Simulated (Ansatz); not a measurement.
**Structural energy differences of osmium**

These are results of DFT, revPBE, plane waves (420 eV) with PAW, scalar-relativistic in Ansatz, not measurements. (PAW data from PBE, frozen cores regenerated.)

Each structure is relaxed within its own symmetry, so a high-lying one may be dynamically unstable.

Problem. Rank these structures of osmium by energy per atom, lowest first.
A. diamond
B. simple cubic
C. fcc
D. A15
E. hcp
F. dhcp
G. omega (AlB2-type)
H. bcc

Solution. E (0 meV/atom), F (102 meV/atom), C (138 meV/atom), G (350 meV/atom), D (610 meV/atom), H (880 meV/atom), A (1243 meV/atom), B (1524 meV/atom).

```csv
structure,ΔE (meV/atom),V (Å³/atom),cell,magnetic state
hcp,0,14.39,"a = 2.763 Å, c = 4.353 Å (c/a = 1.576)",spin not included
dhcp,102,14.45,"a = 2.749 Å, c = 8.826 Å (c/a = 3.210)",spin not included
fcc,138,14.46,a = 3.867 Å,spin not included
omega (AlB2-type),350,14.80,"a = 4.334 Å, c = 2.729 Å (c/a = 0.630)",spin not included
A15,610,14.93,a = 4.924 Å,spin not included
bcc,880,14.91,a = 3.101 Å,spin not included
diamond,1243,21.64,a = 5.574 Å,spin not included
simple cubic,1524,16.88,a = 2.565 Å,spin not included
```

ΔE counts from hcp.

Differences under about 8 meV lie within the error of the k-point mesh.
